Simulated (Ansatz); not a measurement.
## WC under pressure

Theory: DFT PBEsol, scalar-relativistic, plane waves, PAW in Ansatz 0.2.0. Plane waves to 420 eV; Γ-centred k mesh 18×18×14; Fermi-Dirac smearing of 0.15 eV. No spin polarisation. Phonons by linear response, acoustic sum rule imposed.

Relaxed structure:
```
W C
1.0
     2.89939    0.00000    0.00000
    -1.44970    2.51095    0.00000
     0.00000    0.00000    2.82652
W C
1 1
Direct
  0.00000 0.00000 0.00000
  0.66667 0.33333 0.50000
```

In a metal, frequencies and elastic constants depend on the k mesh and the smearing, soft modes and shear constants most. Spin–orbit coupling is left out, which matters for heavy elements.

Question: The cell is relaxed again at 5 and 11 and 22 GPa. How do volume, gap and optical modes at Γ (cm⁻¹, counted from the lowest optical one; a degenerate one stands once) change?

Answer:
|  | 0 GPa | 5 GPa | 11 GPa | 22 GPa |
| --- | --- | --- | --- | --- |
| V/V0 | 1.000 | 0.988 | 0.975 | 0.952 |
| gap (eV) | 0.00 | 0.00 | 0.00 | 0.00 |
| mode 1 | 591 | 607 | 625 | 656 |
| mode 2 | 622 | 634 | 647 | 670 |

Cost: 4 runs of about 2.6 core-minutes in all, on Intel Xeon 6975P-C (Granite Rapids) (shared hosts).